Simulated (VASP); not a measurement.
**VASP 6.6.1 run: SiGe**

INCAR

```
NSW = 0
LREAL = .FALSE.
LASPH = .TRUE.
SIGMA = 0.02
NELM = 120
LCHARG = .FALSE.
ISMEAR = -1
IBRION = -1
EDIFF = 1E-7
BMIX = 0.5
METAGGA = R2SCAN
NBANDS = 26
PREC = Accurate
ISIF = 2
ALGO = Normal
ENCUT = 520
LWAVE = .FALSE.
```

KPOINTS

```
KPOINTS created by Atomic Simulation Environment
0
Gamma
12 12 4
0 0 0
```

POSCAR

```
Ge Si
 1.0000000000000000
     4.0271462186219162    0.0000000000000000    0.0000000000000000
    -2.0135731093109581    3.4876109300810203    0.0000000000000000
     0.0000000000000000    0.0000000000000000    6.4478110315999997
 Ge  Si
   2   2
Cartesian
 -0.0000000000000001  2.3250739533873466 -0.0082735294406039
  2.0135731093109577  1.1625369766936733  3.2156319863593952
 -0.0000000000000001  2.3250739533873466  2.4262026662906031
  2.0135731093109577  1.1625369766936733  5.6501081820906025
```

The recommended PBE PAW datasets give the neutral cell 36 valence electrons.

Command

```
mpirun -np 1 vasp_std
```

OSZICAR

```
N       E                     dE             d eps       ncg     rms          rms(c)
DAV:   1     0.243305520255E+03    0.24331E+03   -0.18238E+04  3472   0.297E+03
DAV:   2    -0.472306387632E+01   -0.24803E+03   -0.23887E+03  3004   0.649E+02
DAV:   3    -0.471731606454E+02   -0.42450E+02   -0.41944E+02  3666   0.158E+02
DAV:   4    -0.489150963329E+02   -0.17419E+01   -0.17387E+01  3482   0.353E+01
DAV:   5    -0.489518616700E+02   -0.36765E-01   -0.36757E-01  3660   0.579E+00    0.621E+00
DAV:   6    -0.450725366824E+02    0.38793E+01   -0.42191E-01  3346   0.823E+00    0.393E+00
DAV:   7    -0.450706289488E+02    0.19077E-02   -0.19623E-01  3622   0.376E+00    0.542E-01
DAV:   8    -0.450678397149E+02    0.27892E-02   -0.12725E-02  3800   0.148E+00    0.339E-01
DAV:   9    -0.450671624650E+02    0.67725E-03   -0.50277E-03  3754   0.998E-01    0.701E-02
DAV:  10    -0.450670444260E+02    0.11804E-03   -0.52298E-04  3780   0.334E-01    0.402E-02
DAV:  11    -0.450670431827E+02    0.12434E-05   -0.34627E-05  4024   0.547E-02    0.962E-03
DAV:  12    -0.450670409905E+02    0.21922E-05   -0.40132E-06  3662   0.183E-02    0.713E-03
DAV:  13    -0.450670394386E+02    0.15520E-05   -0.99456E-07  3982   0.144E-02    0.165E-03
DAV:  14    -0.450670394706E+02   -0.32017E-07   -0.12075E-07  1802   0.499E-03
   1 F= -.45067039E+02 E0= -.45067038E+02  d E =-.212904E-05
```

From OUTCAR

```
k-points           NKPTS =     57   k-points in BZ     NKDIM =     57   number of bands    NBANDS=     26

   NELECT =      36.0000    total number of electrons

   dimension x,y,z NGX =    30 NGY =   30 NGZ =   48
   dimension x,y,z NGXF=    60 NGYF=   60 NGZF=   96

  energy-cutoff  :      520.00
  volume of cell :       90.56
      direct lattice vectors                 reciprocal lattice vectors
     4.027146219  0.000000000  0.000000000     0.248314798  0.143364615  0.000000000
    -2.013573109  3.487610930  0.000000000     0.000000000  0.286729231  0.000000000
     0.000000000  0.000000000  6.447811032     0.000000000  0.000000000  0.155091394

 k-points in reciprocal lattice and weights: KPOINTS created by Atomic Simulation Env
   0.00000000  0.00000000  0.00000000       0.002
   0.08333333 -0.00000000  0.00000000       0.010
   0.16666667 -0.00000000  0.00000000       0.010
   0.25000000 -0.00000000  0.00000000       0.010
   0.33333333 -0.00000000  0.00000000       0.010
   0.41666667 -0.00000000  0.00000000       0.010
   0.50000000 -0.00000000  0.00000000       0.005
   0.08333333  0.08333333  0.00000000       0.010
   ...

 E-fermi :   4.9497

 k-point     1 :       0.0000    0.0000    0.0000
  band No.  band energies     occupation
      1     -20.3120      2.00000
      2     -20.3114      2.00000
      3     -20.3092      2.00000
      4     -20.3091      2.00000
      5     -20.3068      2.00000
      6     -20.3067      2.00000
      7     -20.2840      2.00000
      8     -20.2839      2.00000
      9     -20.2797      2.00000
     10     -20.2797      2.00000
     11      -7.8544      2.00000
     12      -5.5829      2.00000
     13      -2.5493      2.00000
     14       3.1301      2.00000
     15       3.1302      2.00000
     16       4.7024      1.99999
     17       4.8118      1.99798
     18       4.8118      1.99798
     19       5.0737      0.00405
     20       6.3264      0.00000
     21       6.9721      0.00000
     22       6.9721      0.00000
     23       7.8471      0.00000
     24       9.3411      0.00000
     25       9.3411      0.00000
     26      11.7029      0.00000

 k-point     2 :       0.0833   -0.0000    0.0000
  band No.  band energies     occupation
      1     -20.3121      2.00000
      2     -20.3112      2.00000
      3     -20.3092      2.00000
      4     -20.3088      2.00000
      5     -20.3065      2.00000
      6     -20.3063      2.00000
      7     -20.2841      2.00000
      8     -20.2839      2.00000
      9     -20.2799      2.00000
     10     -20.2796      2.00000
     11      -7.7787      2.00000
     12      -5.5062      2.00000
     13      -2.5317      2.00000
     14       2.4036      2.00000
     15       2.9724      2.00000
     16       3.9159      2.00000
     17       4.5439      2.00000
     18       4.6645      2.00000
     19       5.7028      0.00000
     20       6.9475      0.00000
     21       7.0668      0.00000
     22       7.2066      0.00000
     23       8.0445      0.00000
     24       9.3743      0.00000
     25       9.6421      0.00000
     26      11.1952      0.00000

 ...

  Total       -3.4484093     -3.4484093     -0.6488029      0.0000000      0.0000000      0.0000000
  in kB      -61.0086840    -61.0086840    -11.4785135      0.0000000      0.0000000      0.0000000
  external PRESSURE =     -44.4986272 kB  Pullay stress =       0.0000000 kB

 POSITION                                       TOTAL-FORCE (eV/Angst)
 -----------------------------------------------------------------------------------
      0.00000      2.32507      6.43954        -0.000000     -0.000000      0.004209
      2.01357      1.16254      3.21563         0.000000     -0.000000      0.004209
      0.00000      2.32507      2.42620        -0.000000     -0.000000     -0.004209
      2.01357      1.16254      5.65011        -0.000000      0.000000     -0.004209
 -----------------------------------------------------------------------------------
    total drift:                               -0.000001     -0.000001      0.001902

  FREE ENERGIE OF THE ION-ELECTRON SYSTEM (eV)
  ---------------------------------------------------
  free  energy   TOTEN  =       -45.0670394706 eV

  energy  without entropy=      -45.0670373415  energy(sigma->0) =      -45.06703841
```

It converged. Results: gap between bands v and c on the k mesh 0.26 eV; least direct gap on the k mesh 0.26 eV; pressure -4.4 GPa. Band v is the last that the valence electrons fill when counted band by band, and c is the next.

For comparison, a separate r²SCAN run of the intended cell, on usual settings and not on those above, gives a gap of 0.26 eV on its mesh and a pressure of -4.4 GPa.

The run above took about 2.9 min on one core of a shared host (Intel Xeon 6975P-C) and held 0.27 GiB at most.
